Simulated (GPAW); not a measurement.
# ZnS (Wurtzite-2H) (P6_3mc) in GPAW: further runs

Aim: see how the results for ZnS (Wurtzite-2H) move with the level of theory and the settings. Levels: revPBE, BLYP. Tasks: band structure.

All numbers are computed with GPAW 26.7.0; they aren't measurements. Logs are shortened: lines on timing, memory, paths and dates and some standing lists are left out, and cuts for length are marked. The log counts tension as positive stress, the text compression.

**What was measured.**

A printed reference work, monograph reports, for a bulk crystal of ZnS at 4 K: band gap 3.911 eV (direct).

The results are compared with them further down.

## (1) The structure

It takes space group P6_3mc (No. 186, hexagonal). Conventional cell: a = 3.811 Å, b = 3.811 Å, c = 6.234 Å, α = 90.00°, β = 90.00°, γ = 120.00°. Around Zn (site symmetry 3m) lie 4 S at 2.31 to 2.40 Å. Around S (site symmetry 3m) lie 4 Zn at 2.31 to 2.40 Å.

## (2) Band structure, revPBE

File run.py:

```python
from ase import Atoms
from ase.dft.bandgap import bandgap
from ase.io import write
from ase.units import GPa
from gpaw import GPAW, PW

atoms = Atoms(['Zn', 'Zn', 'S', 'S'],
              cell=[[3.811, 0.0, 0.0],
                    [-1.9055, 3.3004228138, 0.0],
                    [0.0, 0.0, 6.234]],
              scaled_positions=[[0.6666666667, 0.3333333333, 0.5],
                                [0.3333333333, 0.6666666667, 0.0],
                                [0.6666666667, 0.3333333333, 0.885],
                                [0.3333333333, 0.6666666667, 0.385]],
              pbc=True)

calc = GPAW(mode=PW(600),
            xc='revPBE',
            kpts={'size': (8, 8, 5), 'gamma': True},
            occupations={'name': 'fermi-dirac', 'width': 0.05},
            nbands=31,
            convergence={'density': 1e-05, 'energy': 1e-05},
            maxiter=150,
            txt='gpaw.txt')
atoms.calc = calc
energy = atoms.get_potential_energy()
forces = atoms.get_forces()
stress = atoms.get_stress()
calc.write('gs.gpw')
write('result.traj', atoms)
print(f'Energy: {energy:.6f} eV')
print('Forces (eV/A):')
print(forces.round(4))
print('Stress (GPa):', (stress / GPa).round(3))
print('Fermi level:', round(calc.get_fermi_level(), 4), 'eV')
print(f'Gap: {bandgap(calc)[0]:.4f} eV, direct: {bandgap(calc, direct=True)[0]:.4f} eV')

path = atoms.cell.bandpath('GMKGALHA,LM,KH', npoints=100, eps=1e-4)
bs_calc = calc.fixed_density(kpts=path, symmetry='off', nbands=48,
                             convergence={'bands': 'CBM+6.0', 'eigenstates': 1e-6}, txt='bands.txt')
bs = bs_calc.band_structure()
bs.write('bs.json')
print(f'Gap on the path: {bandgap(bs_calc)[0]:.4f} eV')
```

Potentials or basis: the program's PAW data sets (release 1.2.1) made for this functional, pw.

Command:

```
$ OMP_NUM_THREADS=1 python run.py
```

gpaw.txt:

```text
__  _  _
 | _ |_)|_||  |
 |__||  | ||/\| - 26.7.0

Input parameters:
  mode=PW(ecut=600.0),
  convergence={'density': 1e-05, 'energy': 1e-05},
  kpts=MonkhorstPack(size=(8, 8, 5), gamma=True),
  maxiter=150,
  nbands=31,
  occupations=Occupations(name='fermi-dirac', width=0.05),
  xc=XC(name='revPBE')

Diagonalizing LCAO Hamiltonian
Converting LCAO to pw mode

            S

            Zn
        S

        Zn

Atoms  # Å, Bohr magnetons
|   | symbol |         x |        y |        z |    initial magnetic moments |
|---|--------|-----------|----------|----------|-----------------------------|
| 0 |     Zn |  1.905500 | 1.100141 | 3.117000 | ( 0.0000,  0.0000,  0.0000) |
| 1 |     Zn | -0.000000 | 2.200282 | 0.000000 | ( 0.0000,  0.0000,  0.0000) |
| 2 |      S |  1.905500 | 1.100141 | 5.517090 | ( 0.0000,  0.0000,  0.0000) |
| 3 |      S | -0.000000 | 2.200282 | 2.400090 | ( 0.0000,  0.0000,  0.0000) |

Unit cell  # Å
| periodic |         x |        y |        z |  lengths |     angles |
|----------|-----------|----------|----------|----------|------------|
|      yes |  3.811000 | 0.000000 | 0.000000 | 3.811000 |  90.000000 |
|      yes | -1.905500 | 3.300423 | 0.000000 | 3.811000 |  90.000000 |
|      yes |  0.000000 | 0.000000 | 6.234000 | 6.234000 | 120.000000 |

Number of symmetries: 6
Symmetry operations  # r_c * U_cc + t_c -> r_c
|   | kind |            matrix            |
|---|------|------------------------------|
| 0 |  σ   |  1, 1, 0,  0,-1, 0,  0, 0, 1 |
| 1 |  E   |  1, 0, 0,  0, 1, 0,  0, 0, 1 |
| 2 |  C3  |  0, 1, 0, -1,-1, 0,  0, 0, 1 |
| 3 |  σ   |  0,-1, 0, -1, 0, 0,  0, 0, 1 |
| 4 |  σ   | -1, 0, 0,  1, 1, 0,  0, 0, 1 |
| 5 |  C3  | -1,-1, 0,  1, 0, 0,  0, 0, 1 |

BZ-sampling:
  Number of BZ points: 320
  Number of IBZ points: 40

  Monkhorst-Pack size: [8, 8, 5]
  Monkhorst-Pack shift: [0.0625, 0.0625, 0.0]

K-points  # in reciprocal-cell coordinates
|     |                                coordinates |     weight |
|-----|--------------------------------------------|------------|
|   0 | (  0.00000000,   0.00000000,   0.00000000) | 0.00312500 |
|   1 | (  0.00000000,   0.00000000,   0.20000000) | 0.00625000 |
|   2 | (  0.00000000,   0.00000000,   0.40000000) | 0.00625000 |
|   3 | (  0.12500000,   0.00000000,  -0.40000000) | 0.01875000 |
|   4 | (  0.12500000,   0.00000000,  -0.20000000) | 0.01875000 |
|   5 | (  0.12500000,   0.00000000,   0.00000000) | 0.01875000 |
|   6 | (  0.12500000,   0.00000000,   0.20000000) | 0.01875000 |
|   7 | (  0.12500000,   0.00000000,   0.40000000) | 0.01875000 |
|   8 | (  0.25000000,  -0.12500000,   0.00000000) | 0.01875000 |
|   9 | (  0.25000000,  -0.12500000,   0.20000000) | 0.03750000 |
| ... |                                            |            |
|  39 | (  0.50000000,   0.50000000,   0.40000000) | 0.01875000 |

Plane wave coefficients: 2643
Cutoff: 600.0 eV

Spin-components: 1 (collinear spins)
Bands:           31
Projectors:      22
Spin-degeneracy: 2
Datatype:        complex128

Parallelization:
  kpt:    1
  domain: 1
  band:   1

Density:
  Valence electrons: 36.0
  Components: 1
  Grid points: [24 24 36]
  Charge: 0.0  # |e|

Potential:
  Grid points: [24 24 36]

species:
  Zn:
    name:    Zinc
    Z:       30.0
    valence: 12
    core:    18
    charge:  0.0  # [|e|]
    compensation charges:
      type: gauss
      rc: 0.37  # [Å]
      lmax: 2
    cutoffs:
      filter: 2.14  # [Å]
      core: 2.28  # [Å]
    projectors
    | kind |    occ | energy [eV] | rcut [Å] |
    |------|--------|-------------|----------|
    |   4s |  2.000 |      -5.896 |    1.286 |
    |   4p |  0.000 |      -1.089 |    1.270 |
    |   3d | 10.000 |     -10.079 |    1.180 |
    |    s |        |      21.315 |    1.286 |
    |    p |        |      26.122 |    1.270 |
    |    d |        |      17.133 |    1.180 |

    Using partial waves for Zn as LCAO basis

  S:
    name:    Sulfur
    Z:       16.0
    valence: 6
    core:    10
    charge:  0.0  # [|e|]
    compensation charges:
      type: gauss
      rc: 0.24  # [Å]
      lmax: 2
    cutoffs:
      filter: 1.77  # [Å]
      core: 1.66  # [Å]
    projectors
    | kind |    occ | energy [eV] | rcut [Å] |
    |------|--------|-------------|----------|
    |   3s |  2.000 |     -17.230 |    0.974 |
    |   3p |  4.000 |      -6.978 |    0.979 |
    |    s |        |       9.981 |    0.974 |
    |    p |        |      20.234 |    0.979 |
    |    d |        |       0.000 |    0.900 |

    Using partial waves for S as LCAO basis

Reference energy: -119451.774830  # eV

eigensolver:
  PPCG
  Converge bands: occupied
  niter=2

density mixing:
  MSR1-Mixer
  Pratt-step length: 0.05
  Maximum mixing coefficient: 0.75
  Old densities: 10
  SVD Regularization: 0.005
  Good broyden scale: 1.0
  Trust region scale: 1.0
  Backstep threshold: 4.0
  History deletion threshold: 6.0
  Fourier metric: weight=20.0, sigma=0.015

occupation numbers:
  Fermi-Dirac:
    width: 0.0500  # eV

poisson solver:
  ecut: 4800.0  # eV

xc functional:
  name: revPBE with 2 nearest neighbor stencil

convergence criteria:
- Maximum integral of absolute [dens]ity change: 1e-05 electrons / valence electron
- Maximum [total energy] change in last 3 cyles: 1e-05 eV / valence electron
- Maximum integral of absolute [eigenst]ate change: 4e-08 eV^2 / valence electron
maximum number of iterations: 150

SCF iterations
|iter     | |      energy | eigst |  dens |
|---------|-|-------------|-------|-------|
|iter:   1| |  -13.298392 | +0.06 |       |
|iter:   2| |  -13.133958 | -1.57 | -1.18 |
|iter:   3| |  -12.563825 | -1.33 | -1.22 |
|iter:   4| |  -12.572186 | -2.44 | -1.79 |
|iter:   5| |  -12.577540 | -3.36 | -2.21 |
|iter:   6| |  -12.577539 | -3.96 | -2.88 |
|iter:   7| |  -12.577649c| -4.79 | -3.39 |
|iter:   8| |  -12.577673c| -5.73 | -3.79 |
|iter:   9| |  -12.577672c| -7.00 | -4.34 |
|iter:  10| |  -12.577672c| -7.80c| -4.79 |
|iter:  11| |  -12.577672c| -7.88c| -5.28c|

Converged in 11 steps
Energy contributions relative to reference atoms: (reference = -119451.774830)

Energy contributions:
  Kinetic:          24.562639
  Coulomb:         -20.638570
  Zero:              0.115049
  External:          0.000000
  Xc:              -16.616791
  Entropy:          -0.000000
  Spinorbit:         0.000000
  ----------------------------
  Free energy:     -12.577672
  Extrapolated:    -12.577672

dipole moment: (-0.000001, 0.000001, -7.451268)  # |e|*Ang

Fermi level: 4.862
Eigenvalues  # (at kpt = [0.000, 0.000, 0.000])
| band index |      eig [eV] | occ [0-2] |
|------------|---------------|-----------|
|          0 |        -9.278 |     2.000 |
|        ... |               |           |
|         10 |        -1.869 |     2.000 |
|         11 |        -1.708 |     2.000 |
|         12 |        -1.220 |     2.000 |
|         13 |         3.048 |     2.000 |
|         14 |         3.048 |     2.000 |
|         15 |         3.888 |     2.000 |
[... 8 lines left out ...]
|         24 |        11.522 |     0.000 |
|         25 |        13.344 |     0.000 |
|        ... |               |           |
|         30 |        16.170 |     0.000 |

Gap: 2.368 eV
Transition (v -> c):
  (s=0, k=0, n=17, [0.00, 0.00, 0.00]) -> (s=0, k=0, n=18, [0.00, 0.00, 0.00])
No difference between direct/indirect transitions

Forces  # eV/Ang
|        x |        y |        z |
|----------|----------|----------|
|  0.00000 |  0.00000 |  0.33713 |  # Zn   0
| -0.00000 | -0.00000 |  0.33715 |  # Zn   1
| -0.00000 |  0.00000 | -0.33709 |  # S    2
| -0.00000 |  0.00000 | -0.33715 |  # S    3

Stress tensor  # eV/Ang^3
|         x |         y |         z |
|-----------|-----------|-----------|
| -0.032653 |  0.000000 |  0.000000 |
|  0.000000 | -0.032653 |  0.000000 |
|  0.000000 |  0.000000 | -0.018184 |

# Writing to gs.gpw (mode='')
```

Run time: 3.2 min. Hardware: 1 thread of Arm Neoverse V2, shared host; peak memory 0.53 GiB.

What came out:

| Property | Result |
| --- | --- |
| Free energy | -12.5777 eV |
| Pressure | 4.5 GPa |
| Largest force | 0.337 eV/Å |
| Band gap on the k mesh | 2.37 eV, direct |
| Band gap along the path | 2.37 eV, direct |

Forces on the atoms (eV/Å):
```
Zn   0.000  0.000  0.337
Zn   0.000  0.000  0.337
S    0.000  0.000 -0.337
S    0.000  0.000 -0.337
```

Stress tensor (GPa, compression positive):
```
5.23 0.00 0.00
0.00 5.23 0.00
0.00 0.00 2.91
```

Levels at the corners of the path, in eV from the valence-band top:
| point | band 16 | band 17 | band 18 | band 19 | band 20 | band 21 |
| --- | --- | --- | --- | --- | --- | --- |
| Γ | -0.01 | -0.01 | 0.00 | 2.37 | 3.08 | 6.33 |
| M | -2.24 | -1.54 | -0.97 | 3.71 | 4.34 | 5.26 |
| K | -2.19 | -2.19 | -2.19 | 4.58 | 5.96 | 5.96 |
| Γ | -0.01 | -0.01 | 0.00 | 2.37 | 3.08 | 6.33 |
| A | -0.45 | -0.45 | -0.45 | 3.60 | 3.60 | 6.75 |
| L | -1.65 | -1.52 | -1.52 | 3.72 | 3.72 | 5.20 |
| H | -3.08 | -1.25 | -1.25 | 4.61 | 4.61 | 6.58 |
| A | -0.45 | -0.45 | -0.45 | 3.60 | 3.60 | 6.75 |
| L | -1.65 | -1.52 | -1.52 | 3.72 | 3.72 | 5.20 |
| M | -2.24 | -1.54 | -0.97 | 3.71 | 4.34 | 5.26 |
| K | -2.19 | -2.19 | -2.19 | 4.58 | 5.96 | 5.96 |
| H | -3.08 | -1.25 | -1.25 | 4.61 | 4.61 | 6.58 |

## (3) Band structure, BLYP

File run.py:

```python
from ase.dft.bandgap import bandgap
from ase.io import read, write
from ase.units import GPa
from gpaw import GPAW, PW, setup_paths

setup_paths.insert(0, '.')

atoms = read('ZnS.xyz')

calc = GPAW(mode=PW(600),
            xc='BLYP',
            kpts={'size': (8, 8, 5), 'gamma': True},
            occupations={'name': 'fermi-dirac', 'width': 0.05},
            nbands=31,
            convergence={'density': 1e-05, 'energy': 1e-05},
            eigensolver='davidson',
            maxiter=150,
            txt='gpaw.txt')
atoms.calc = calc
energy = atoms.get_potential_energy()
forces = atoms.get_forces()
stress = atoms.get_stress()
calc.write('gs.gpw')
write('result.traj', atoms)
print(f'Energy: {energy:.6f} eV')
print('Forces (eV/A):')
print(forces.round(4))
print('Stress (GPa):', (stress / GPa).round(3))
print('Fermi level:', round(calc.get_fermi_level(), 4), 'eV')
print(f'Gap: {bandgap(calc)[0]:.4f} eV, direct: {bandgap(calc, direct=True)[0]:.4f} eV')

path = atoms.cell.bandpath('GMKGALHA,LM,KH', npoints=80, eps=1e-4)
bs_calc = calc.fixed_density(kpts=path, symmetry='off', nbands=48,
                             convergence={'bands': 'CBM+6.0', 'eigenstates': 1e-6}, txt='bands.txt')
bs = bs_calc.band_structure()
bs.write('bs.json')
print(f'Gap on the path: {bandgap(bs_calc)[0]:.4f} eV')
```

File ZnS.xyz:

```xyz
4
Lattice="3.8110000000 0.0000000000 0.0000000000 -1.9055000000 3.3004228138 0.0000000000 0.0000000000 0.0000000000 6.2340000000" Properties=species:S:1:pos:R:3 pbc="T T T"
Zn     1.9055000002      1.1001409378      3.1170000000
Zn    -0.0000000002      2.2002818760      0.0000000000
S      1.9055000002      1.1001409378      5.5170900000
S     -0.0000000002      2.2002818760      2.4000900000
```

Potentials or basis: PAW data sets generated in the run's folder for this functional, pw.

Command:

```
$ gpaw-setup -f BLYP S Zn
$ OMP_NUM_THREADS=1 python run.py
```

Wall time 3.1 min (1 thread of Arm Neoverse V2, shared host); peak memory 0.46 GiB.

The run converged. Its results:

| Item | Value |
| --- | --- |
| Free energy | -11.5637 eV |
| Pressure | 5.5 GPa |
| Largest force | 0.328 eV/Å |
| Band gap on the k mesh | 2.23 eV, direct |
| Band gap along the path | 2.23 eV, direct |

Forces on the atoms (eV/Å):
```
Zn   0.000  0.000  0.328
Zn   0.000  0.000  0.328
S    0.000  0.000 -0.328
S    0.000  0.000 -0.328
```

Stress tensor (GPa, compression positive):
```
6.16 0.00 0.00
0.00 6.16 0.00
0.00 0.00 4.32
```

Levels at the corners of the path, in eV from the valence-band top:
| point | band 14 | band 15 | band 16 | band 17 | band 18 | band 19 | band 20 | band 21 | band 22 | band 23 |
| --- | --- | --- | --- | --- | --- | --- | --- | --- | --- | --- |
| Γ | -0.85 | -0.85 | -0.01 | -0.01 | 0.00 | 2.23 | 2.99 | 6.31 | 6.31 | 6.61 |
| M | -4.21 | -3.11 | -2.22 | -1.52 | -0.97 | 3.67 | 4.25 | 5.28 | 7.18 | 7.40 |
| K | -4.37 | -3.80 | -2.18 | -2.17 | -2.17 | 4.62 | 5.85 | 5.85 | 8.00 | 8.00 |
| Γ | -0.85 | -0.85 | -0.01 | -0.01 | 0.00 | 2.23 | 2.99 | 6.31 | 6.31 | 6.61 |
| A | -2.75 | -0.45 | -0.45 | -0.45 | -0.45 | 3.49 | 3.49 | 6.76 | 6.76 | 6.76 |
| L | -4.89 | -1.64 | -1.64 | -1.51 | -1.51 | 3.66 | 3.66 | 5.21 | 5.21 | 9.00 |
| H | -4.77 | -3.06 | -3.06 | -1.24 | -1.24 | 4.56 | 4.56 | 6.60 | 6.60 | 7.32 |
| A | -2.75 | -0.45 | -0.45 | -0.45 | -0.45 | 3.49 | 3.49 | 6.76 | 6.76 | 6.76 |
| L | -4.89 | -1.64 | -1.64 | -1.51 | -1.51 | 3.66 | 3.66 | 5.21 | 5.21 | 9.00 |
| M | -4.21 | -3.11 | -2.22 | -1.52 | -0.97 | 3.67 | 4.25 | 5.28 | 7.18 | 7.40 |
| K | -4.37 | -3.80 | -2.18 | -2.17 | -2.17 | 4.62 | 5.85 | 5.85 | 8.00 | 8.00 |
| H | -4.77 | -3.06 | -3.06 | -1.24 | -1.24 | 4.56 | 4.56 | 6.60 | 6.60 | 7.32 |

## (4) Against experiment

Step 2. A measured gap of ZnS is 3.911 eV (direct; 4 K; a printed reference work, monograph); the calculated 2.37 eV misses it by -1.54 eV. The value is that of revPBE, without temperature or zero-point motion. Semilocal functionals fall short of measured gaps as a rule.

Step 3. Measured gap of ZnS: 3.911 eV (direct; 4 K; a printed reference work, monograph). This calculation gives 2.23 eV (-1.69 eV). The value is that of BLYP, without temperature or zero-point motion. Semilocal functionals fall short of measured gaps as a rule.
